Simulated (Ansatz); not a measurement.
# Cs (sc type): how the settings move a single-point run

Aim: see which settings change the result for Cs (sc type), by how much, and at what cost.

Program: Ansatz 0.2.0. Level of theory: reference: DFT, PBEsol, all-electron LAPW, scalar-relativistic. These are calculated values, not measurements.

## (1) Starting point

Symmetry: Pm-3m, No. 221, cubic system. The conventional cell has a = 3.627 Å, b = 3.627 Å, c = 3.627 Å, α = 90.00°, β = 90.00°, γ = 90.00°. Cs (site symmetry m-3m) is surrounded by 6 Cs at 3.63 Å.

As a file:

```cif
data_structure
_symmetry_space_group_name_H-M 'P 1'
_symmetry_Int_Tables_number 1
_cell_length_a 3.6270
_cell_length_b 3.6270
_cell_length_c 3.6270
_cell_angle_alpha 90.000
_cell_angle_beta 90.000
_cell_angle_gamma 90.000
_cell_volume 47.71
loop_
_atom_site_label
_atom_site_type_symbol
_atom_site_fract_x
_atom_site_fract_y
_atom_site_fract_z
_atom_site_occupancy
Cs1 Cs 0.00000 0.00000 0.00000 1
```

## (2) Reference

File input.yaml:

```yaml
crystal:
  lattice:
    - [3.6269970383, 0.0, 0.0]
    - [0.0, 3.6269970383, 0.0]
    - [0.0, 0.0, 3.6269970383]
  atoms:
    - { symbol: Cs, position: [0.0, 0.0, 0.0] }
kpoints:
  mp_grid: { grid: [8, 8, 8] }
  band_path:
    path:
      - [0.0, 0.0, 0.0]
      - [0.0, 0.5, 0.0]
      - [0.5, 0.5, 0.0]
      - [0.0, 0.0, 0.0]
      - [0.5, 0.5, 0.5]
      - [0.0, 0.5, 0.0]
      - [0.5, 0.5, 0.5]
      - [0.5, 0.5, 0.0]
    npoints: 8
scf:
  occupations: { method: fermi_dirac, width: 0.08 }
hamiltonian:
  xc: pbesol
  pseudopotentials: { kind: all_electron, lapw: { basis_error: 0.001 } }
output:
  forces: true
  stress: true
  eigenvalues: true
  populations: true
  dos: { projected: true, de: 0.2, e_range: [-14, 8] }
```

The run is started by

```
$ ansatz run input.yaml --threads 1 --pin off --max-ram 2048MiB --backend cpu --events-out ev --progress --plain --runs-dir out
```

## (3) Changing settings: scf.algorithm direct_min

input.yaml: that of step 2 with these lines changed.

```diff
@@ -22,2 +22,3 @@
   occupations: { method: fermi_dirac, width: 0.08 }
+  algorithm: direct_min
 hamiltonian:
@@ -30,2 +31 @@
   populations: true
-  dos: { projected: true, de: 0.2, e_range: [-14, 8] }
```

## (4) Changed: xc rpbe

input.yaml: that of step 2 with these lines changed.

```diff
@@ -23,3 +23,3 @@
 hamiltonian:
-  xc: pbesol
+  xc: rpbe
   pseudopotentials: { kind: all_electron, lapw: { basis_error: 0.001 } }
@@ -30,2 +30 @@
   populations: true
-  dos: { projected: true, de: 0.2, e_range: [-14, 8] }
```

**Question.** What will these runs give? Wanted: for each run, ending; energy change; pressure; gap; force.

As calculated:

| run | ending | energy change | pressure (GPa) | gap (eV) | force (eV/Å) | cycles | time |
| --- | --- | --- | --- | --- | --- | --- | --- |
| reference | converged | 0 | 3.1 | 0.00 | 0.00 | 7 | 5.9 s |
| 1: scf.algorithm direct_min | converged | 0.0 meV/atom | 3.1 | 0.00 | 0.00 | 5 | 8.5 s |
| 2: xc rpbe | converged | not comparable | 5.6 | 0.00 | 0.00 | 8 | 6.7 s |

Times don't compare one to one where runs were asked for different outputs or read a saved state (see the inputs); cycles may leave out searches for a lower state.

Residual by cycle in the longest SCF loop of each run; runs are numbered as in the table. The quantity is the density residual dr2, in eV.

```csv
cycle,reference,run 1,run 2
1,0.0422,0.0422,0.0437
2,0.00524,7.5e-4,0.00434
3,0.00309,1.7e-5,0.00432
4,6.9e-4,1.5e-8,0.00128
5,5.6e-5,2.7e-12,8.1e-5
6,1.9e-6,-,5.2e-6
7,5.1e-8,-,2.8e-7
8,-,-,2.4e-9
```

What this shows: «scf.algorithm direct_min» leaves the energy as it was. The pressure spans 3.1 to 5.6 GPa over the reference and the converged variants.
